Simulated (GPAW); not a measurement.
# Ta (P6_3/mmc) in GPAW: convergence with plane-wave cutoff (eV)

Aim: find how far plane-wave cutoff (eV) must go before the results for Ta settle, at LDA. This setting moves, with any that are tied to it; all else stays.

Program: GPAW 26.7.0. These are calculated values, not measurements. Logs are shortened: lines on timing, memory, paths and dates and some standing lists are left out, and cuts for length are marked. The log counts tension as positive stress, the text compression.

### 1 Starting point

Symmetry: P6_3/mmc, No. 194, hexagonal system. Conventional cell: a = 2.900 Å, b = 2.900 Å, c = 5.166 Å, α = 90.00°, β = 90.00°, γ = 120.00°. Around Ta (site symmetry -6m2) lie 12 Ta at 2.90 to 3.08 Å.

This isn't the form of Ta at room conditions, which is bcc.

### 2 With plane-wave cutoff (eV) 200

run.py

```python
from ase import Atoms
from ase.dft.bandgap import bandgap
from ase.io import write
from ase.units import GPa
from gpaw import GPAW, PW

atoms = Atoms(['Ta', 'Ta'],
              cell=[[2.9003720726, 0.0, 0.0],
                    [-1.4501860363, 2.5117958953, 0.0],
                    [0.0, 0.0, 5.166274]],
              scaled_positions=[[0.3333333333, 0.6666666667, 0.25],
                                [0.6666666667, 0.3333333333, 0.75]],
              pbc=True)

calc = GPAW(mode=PW(200),
            xc='LDA',
            kpts={'size': (8, 8, 4), 'gamma': True},
            occupations={'name': 'fermi-dirac', 'width': 0.05},
            nbands=26,
            convergence={'density': 1e-05, 'energy': 1e-05},
            maxiter=100,
            txt='gpaw.txt')
atoms.calc = calc
energy = atoms.get_potential_energy()
forces = atoms.get_forces()
stress = atoms.get_stress()
calc.write('gs.gpw')
write('result.traj', atoms)
print(f'Energy: {energy:.6f} eV')
print('Forces (eV/A):')
print(forces.round(4))
print('Stress (GPa):', (stress / GPa).round(3))
print('Fermi level:', round(calc.get_fermi_level(), 4), 'eV')
print(f'Gap: {bandgap(calc)[0]:.4f} eV, direct: {bandgap(calc, direct=True)[0]:.4f} eV')
```

Potentials or basis: the program's PAW data sets (release 1.2.1) made for this functional, pw.

On the command line:

```bash
$ OMP_NUM_THREADS=1 python run.py
```

It took 5.2 s on 1 thread of Arm Neoverse V2, shared host; peak memory 0.12 GiB.

Results:

| Property | Result |
| --- | --- |
| Free energy | -20.3729 eV |
| Pressure | -18.4 GPa |
| Band gap on the k mesh | none (metal or under the smearing width) |

### 3 With plane-wave cutoff (eV) 250

run.py: that of step 2 with these lines changed.

```diff
@@ -14,3 +14,3 @@
 
-calc = GPAW(mode=PW(200),
+calc = GPAW(mode=PW(250),
             xc='LDA',
```

Potentials or basis: the program's PAW data sets (release 1.2.1) made for this functional, pw.

On the command line:

```bash
$ OMP_NUM_THREADS=1 python run.py
```

Run time: 6.4 s. Hardware: 1 thread of Arm Neoverse V2, shared host; peak memory 0.13 GiB.

Results:

| Quantity | Value |
| --- | --- |
| Free energy | -20.8432 eV |
| Pressure | -16.8 GPa |
| Band gap on the k mesh | none (metal or under the smearing width) |

### 4 With plane-wave cutoff (eV) 300

run.py: that of step 3 with these lines changed.

```diff
@@ -14,3 +14,3 @@
 
-calc = GPAW(mode=PW(250),
+calc = GPAW(mode=PW(300),
             xc='LDA',
```

On the command line:

```bash
$ OMP_NUM_THREADS=1 python run.py
```

Wall time 7.3 s (1 thread of Arm Neoverse V2, shared host); peak memory 0.13 GiB.

Results:

- Free energy: -21.0751 eV
- Pressure: -14.2 GPa
- Band gap on the k mesh: none (metal or under the smearing width)

### 5 With plane-wave cutoff (eV) 350

run.py: that of step 4 with these lines changed.

```diff
@@ -14,3 +14,3 @@
 
-calc = GPAW(mode=PW(300),
+calc = GPAW(mode=PW(350),
             xc='LDA',
```

On the command line:

```bash
$ OMP_NUM_THREADS=1 python run.py
```

Wall time 8.6 s (1 thread of Arm Neoverse V2, shared host); peak memory 0.14 GiB.

What came out:

```yaml
Free_energy: -21.1639 eV
Pressure: -12.8 GPa
Band_gap_on_the_k_mesh: none (metal or under the smearing width)
```

### 6 With plane-wave cutoff (eV) 400

run.py: that of step 5 with these lines changed.

```diff
@@ -14,3 +14,3 @@
 
-calc = GPAW(mode=PW(350),
+calc = GPAW(mode=PW(400),
             xc='LDA',
```

Potentials or basis: the program's PAW data sets (release 1.2.1) made for this functional, pw.

On the command line:

```bash
$ OMP_NUM_THREADS=1 python run.py
```

Wall time 9.1 s (1 thread of Arm Neoverse V2, shared host); peak memory 0.14 GiB.

What came out:

```yaml
Free_energy: -21.1953 eV
Pressure: -12.3 GPa
Band_gap_on_the_k_mesh: none (metal or under the smearing width)
```

### 7 With plane-wave cutoff (eV) 500

run.py: that of step 6 with these lines changed.

```diff
@@ -14,3 +14,3 @@
 
-calc = GPAW(mode=PW(400),
+calc = GPAW(mode=PW(500),
             xc='LDA',
```

On the command line:

```bash
$ OMP_NUM_THREADS=1 python run.py
```

It took 13 s on 1 thread of Arm Neoverse V2, shared host; peak memory 0.15 GiB.

Results (log left out):

```
Free energy            : -21.2144 eV
Pressure               : -11.9 GPa
Band gap on the k mesh : none (metal or under the smearing width)
```

### 8 With plane-wave cutoff (eV) 600

run.py: that of step 7 with these lines changed.

```diff
@@ -14,3 +14,3 @@
 
-calc = GPAW(mode=PW(500),
+calc = GPAW(mode=PW(600),
             xc='LDA',
```

On the command line:

```bash
$ OMP_NUM_THREADS=1 python run.py
```

Wall time 18 s (1 thread of Arm Neoverse V2, shared host); peak memory 0.16 GiB.

The run converged. Its results:

| Property | Result |
| --- | --- |
| Free energy | -21.2180 eV |
| Pressure | -11.8 GPa |
| Band gap on the k mesh | none (metal or under the smearing width) |

### 9 With plane-wave cutoff (eV) 800

run.py: that of step 8 with these lines changed.

```diff
@@ -14,3 +14,3 @@
 
-calc = GPAW(mode=PW(600),
+calc = GPAW(mode=PW(800),
             xc='LDA',
```

Potentials or basis: the program's PAW data sets (release 1.2.1) made for this functional, pw.

On the command line:

```bash
$ OMP_NUM_THREADS=1 python run.py
```

It took 24 s on 1 thread of Arm Neoverse V2, shared host; peak memory 0.19 GiB.

It converged, with:

| Quantity | Value |
| --- | --- |
| Free energy | -21.2188 eV |
| Pressure | -11.8 GPa |
| Band gap on the k mesh | none (metal or under the smearing width) |

### 10 With plane-wave cutoff (eV) 1000

run.py: that of step 9 with these lines changed.

```diff
@@ -14,3 +14,3 @@
 
-calc = GPAW(mode=PW(800),
+calc = GPAW(mode=PW(1000),
             xc='LDA',
```

Potentials or basis: the program's PAW data sets (release 1.2.1) made for this functional, pw.

On the command line:

```bash
$ OMP_NUM_THREADS=1 python run.py
```

gpaw.txt:

```text
__  _  _
 | _ |_)|_||  |
 |__||  | ||/\| - 26.7.0

Input parameters:
  mode=PW(ecut=1000.0),
  convergence={'density': 1e-05, 'energy': 1e-05},
  kpts=MonkhorstPack(size=(8, 8, 4), gamma=True),
  maxiter=100,
  nbands=26,
  occupations=Occupations(name='fermi-dirac', width=0.05),
  xc=XC(name='LDA')

Diagonalizing LCAO Hamiltonian
Converting LCAO to pw mode

          Ta

        Ta

Atoms  # Å, Bohr magnetons
|   | symbol |         x |        y |        z |    initial magnetic moments |
|---|--------|-----------|----------|----------|-----------------------------|
| 0 |     Ta | -0.000000 | 1.674531 | 1.291568 | ( 0.0000,  0.0000,  0.0000) |
| 1 |     Ta |  1.450186 | 0.837265 | 3.874705 | ( 0.0000,  0.0000,  0.0000) |

Unit cell  # Å
| periodic |         x |        y |        z |  lengths |     angles |
|----------|-----------|----------|----------|----------|------------|
|      yes |  2.900372 | 0.000000 | 0.000000 | 2.900372 |  90.000000 |
|      yes | -1.450186 | 2.511796 | 0.000000 | 2.900372 |  90.000000 |
|      yes |  0.000000 | 0.000000 | 5.166274 | 5.166274 | 120.000000 |

Number of symmetries: 12
Symmetry operations  # r_c * U_cc + t_c -> r_c
|    | kind |            matrix            |
|----|------|------------------------------|
|  0 |  σ   |  1, 1, 0,  0,-1, 0,  0, 0, 1 |
|  1 |  S6  |  1, 1, 0, -1, 0, 0,  0, 0,-1 |
|  2 |  E   |  1, 0, 0,  0, 1, 0,  0, 0, 1 |
|  3 |  C2  |  1, 0, 0, -1,-1, 0,  0, 0,-1 |
|  4 |  C2  |  0, 1, 0,  1, 0, 0,  0, 0,-1 |
|  5 |  C3  |  0, 1, 0, -1,-1, 0,  0, 0, 1 |
|  6 |  S6  |  0,-1, 0,  1, 1, 0,  0, 0,-1 |
|  7 |  σ   |  0,-1, 0, -1, 0, 0,  0, 0, 1 |
|  8 |  σ   | -1, 0, 0,  1, 1, 0,  0, 0, 1 |
|  9 |  i   | -1, 0, 0,  0,-1, 0,  0, 0,-1 |
| 10 |  C3  | -1,-1, 0,  1, 0, 0,  0, 0, 1 |
| 11 |  C2  | -1,-1, 0,  0, 1, 0,  0, 0,-1 |

BZ-sampling:
  Number of BZ points: 256
  Number of IBZ points: 35

  Monkhorst-Pack size: [8, 8, 4]
  Monkhorst-Pack shift: [0.0625, 0.0625, 0.125]

K-points  # in reciprocal-cell coordinates
|     |                                coordinates |     weight |
|-----|--------------------------------------------|------------|
|   0 | (  0.00000000,   0.00000000,   0.00000000) | 0.00390625 |
|   1 | (  0.00000000,   0.00000000,   0.25000000) | 0.00781250 |
|   2 | (  0.00000000,   0.00000000,   0.50000000) | 0.00390625 |
|   3 | (  0.12500000,   0.00000000,  -0.25000000) | 0.02343750 |
|   4 | (  0.12500000,   0.00000000,   0.00000000) | 0.02343750 |
|   5 | (  0.12500000,   0.00000000,   0.25000000) | 0.02343750 |
|   6 | (  0.12500000,   0.00000000,   0.50000000) | 0.02343750 |
|   7 | (  0.25000000,  -0.12500000,   0.00000000) | 0.02343750 |
|   8 | (  0.25000000,  -0.12500000,   0.25000000) | 0.04687500 |
|   9 | (  0.25000000,  -0.12500000,   0.50000000) | 0.02343750 |
| ... |                                            |            |
|  34 | (  0.50000000,   0.50000000,   0.50000000) | 0.01171875 |

Plane wave coefficients: 2726
Cutoff: 1000.0 eV

Spin-components: 1 (collinear spins)
Bands:           26
Projectors:      12
Spin-degeneracy: 2
Datatype:        complex128

Parallelization:
  kpt:    1
  domain: 1
  band:   1

Density:
  Valence electrons: 26.0
  Components: 1
  Grid points: [24 24 40]
  Charge: 0.0  # |e|

Potential:
  Grid points: [24 24 40]

species:
  Ta:
    name:    Tantalum
    Z:       73.0
    valence: 13
    core:    60
    charge:  0.0  # [|e|]
    compensation charges:
      type: gauss
      rc: 0.42  # [Å]
      lmax: 2
    cutoffs:
      filter: 2.36  # [Å]
      core: 3.45  # [Å]
    projectors
    | kind |    occ | energy [eV] | rcut [Å] |
    |------|--------|-------------|----------|
    |   5s |  2.000 |     -72.979 |    1.365 |
    |   6s |  2.000 |      -5.599 |    1.365 |
    |   5p |  6.000 |     -39.590 |    1.349 |
    |   6p |  0.000 |      -1.483 |    1.349 |
    |   5d |  3.000 |      -3.794 |    1.307 |
    |    d |        |      23.417 |    1.307 |

    Using partial waves for Ta as LCAO basis

Reference energy: -847844.639163  # eV

eigensolver:
  PPCG
  Converge bands: occupied
  niter=2

density mixing:
  MSR1-Mixer
  Pratt-step length: 0.05
  Maximum mixing coefficient: 0.75
  Old densities: 10
  SVD Regularization: 0.005
  Good broyden scale: 1.0
  Trust region scale: 1.0
  Backstep threshold: 4.0
  History deletion threshold: 6.0
  Fourier metric: weight=20.0, sigma=0.015

occupation numbers:
  Fermi-Dirac:
    width: 0.0500  # eV

poisson solver:
  ecut: 8000.0  # eV

xc functional:
  name: None

convergence criteria:
- Maximum integral of absolute [dens]ity change: 1e-05 electrons / valence electron
- Maximum [total energy] change in last 3 cyles: 1e-05 eV / valence electron
- Maximum integral of absolute [eigenst]ate change: 4e-08 eV^2 / valence electron
maximum number of iterations: 100

SCF iterations
|iter     | |      energy | eigst |  dens |
|---------|-|-------------|-------|-------|
|iter:   1| |  -21.551330 | -0.06 |       |
|iter:   2| |  -21.499504 | -2.41 | -1.29 |
|iter:   3| |  -21.203037 | -1.69 | -1.32 |
|iter:   4| |  -21.207752 | -3.70 | -2.01 |
|iter:   5| |  -21.209798 | -4.41 | -2.33 |
|iter:   6| |  -21.209810 | -6.40 | -3.47 |
|iter:   7| |  -21.209811c| -7.81c| -4.06 |
|iter:   8| |  -21.209811c| -7.88c| -4.80 |
|iter:   9| |  -21.209811c| -8.84c| -5.68c|

Converged in 9 steps
Energy contributions relative to reference atoms: (reference = -847844.639163)

Energy contributions:
  Kinetic:           4.823954
  Coulomb:          -6.918647
  Zero:             -0.552272
  External:          0.000000
  Xc:              -18.553899
  Entropy:          -0.017894
  Spinorbit:         0.000000
  ----------------------------
  Free energy:     -21.218758
  Extrapolated:    -21.209811

dipole moment: (-0.000002, -0.000003, -0.000007)  # |e|*Ang

Fermi level: 11.213
Eigenvalues  # (at kpt = [0.000, 0.000, 0.000])
| band index |      eig [eV] | occ [0-2] |
|------------|---------------|-----------|
|          0 |       -56.157 |     2.000 |
|        ... |               |           |
|          3 |       -22.473 |     2.000 |
|          4 |       -22.368 |     2.000 |
|          5 |       -22.368 |     2.000 |
|          6 |       -22.287 |     2.000 |
|          7 |       -22.287 |     2.000 |
|          8 |         3.192 |     2.000 |
[... 8 lines left out ...]
|         17 |        14.150 |     0.000 |
|         18 |        16.285 |     0.000 |
|        ... |               |           |
|         25 |        31.875 |     0.000 |

No gap
No difference between direct/indirect transitions

Forces  # eV/Ang
|        x |        y |        z |
|----------|----------|----------|
| -0.00000 |  0.00000 |  0.00000 |  # Ta   0
|  0.00000 | -0.00000 | -0.00000 |  # Ta   1

Stress tensor  # eV/Ang^3
|        x |        y |        z |
|----------|----------|----------|
| 0.076262 | 0.000000 | 0.000000 |
| 0.000000 | 0.076262 | 0.000000 |
| 0.000000 | 0.000000 | 0.068832 |

# Writing to gs.gpw (mode='')
```

stdout:

```text
Energy: -21.209811 eV
Forces (eV/A):
[[-0.  0.  0.]
 [ 0. -0. -0.]]
Stress (GPa): [12.218 12.218 11.028  0.     0.     0.   ]
Fermi level: 11.2128 eV
Gap: 0.0000 eV, direct: 0.0000 eV
```

Wall time 36 s (1 thread of Arm Neoverse V2, shared host); peak memory 0.23 GiB.

What came out:

```
Free energy            : -21.2188 eV
Pressure               : -11.8 GPa
Band gap on the k mesh : none (metal or under the smearing width)
```

### 11 The series at a glance

```
plane-wave cutoff (eV)  energy less the tightest run, at zero smearing (meV/atom)  pressure (GPa)  SCF cycles  CPU time (s)  peak memory (GiB)
                   200                                                     422.88          -18.38           9           5.2               0.12
                   250                                                     187.70          -16.79          10           6.4               0.13
                   300                                                      71.80          -14.19          10           7.3               0.13
                   350                                                      27.45          -12.79           9           8.6               0.14
                   400                                                      11.75          -12.27           9           9.1               0.14
                   500                                                       2.19          -11.93          10            13               0.15
                   600                                                       0.37          -11.85           9            18               0.16
                   800                                                       0.00          -11.82          10            24               0.19
                  1000                                                       0.00          -11.82           9            36               0.23
```

Against the tightest run, the energy stays within 1 meV/atom from 600 on; the pressure stays within 0.1 GPa from 600 on. The tightest run that finished is the yardstick and may itself not be fully converged.
